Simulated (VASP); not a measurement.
A convergence study with VASP on Li₃N (alpha): one setting is varied, all else stays as given below, so the limit is that of these other settings. ε∞ is the independent-particle value.

```yaml
crystal:
  lattice:
    - [1.82500, -3.16099, 0.00000]
    - [1.82500, 3.16099, 0.00000]
    - [0.00000, 0.00000, 3.87000]
  atoms:
    - { symbol: Li, position: [0.33333, 0.66667, 0.00000] }
    - { symbol: Li, position: [0.66667, 0.33333, 0.00000] }
    - { symbol: Li, position: [0.00000, 0.00000, 0.50000] }
    - { symbol: N, position: [0.00000, 0.00000, 0.00000] }
```

These are PBE GGA, VASP's PBE PAW potentials (set 64) (plane waves; VASP) values and carry that method's errors. The tightest run used: 700 eV cut-off, 6×6×5 Γ-centred mesh, Gaussian smearing of 0.050 eV, potentials Li_sv N.

Problem. The settings run are NBANDS = 8; NBANDS = 9; NBANDS = 11; NBANDS = 15; NBANDS = 23; NBANDS = 39; NBANDS = 71; NBANDS = 135. From which on does the mean ε∞ stay within 0.1  of the tightest run?

Solution. From NBANDS = 23 on: it is off by 0.04 there and by no more than 0.1 in any finer run, while NBANDS = 15 is off by 0.15.
```tsv
setting	mean ε∞	bands	difference judged ()
NBANDS = 8	4.97	8	1.44
NBANDS = 9	5.58	9	0.82
NBANDS = 11	6.00	11	0.40
NBANDS = 15	6.26	15	0.15
NBANDS = 23	6.36	23	0.04
NBANDS = 39	6.39	39	0.01
NBANDS = 71	6.41	71	0.01
NBANDS = 135	6.40	135	0.00
```

Left out are rungs that failed or repeat a setting and relaxations that didn't move; long series are thinned to 24 rows.

The compound is Li3N in the alpha structure. The cell was not relaxed at this level.
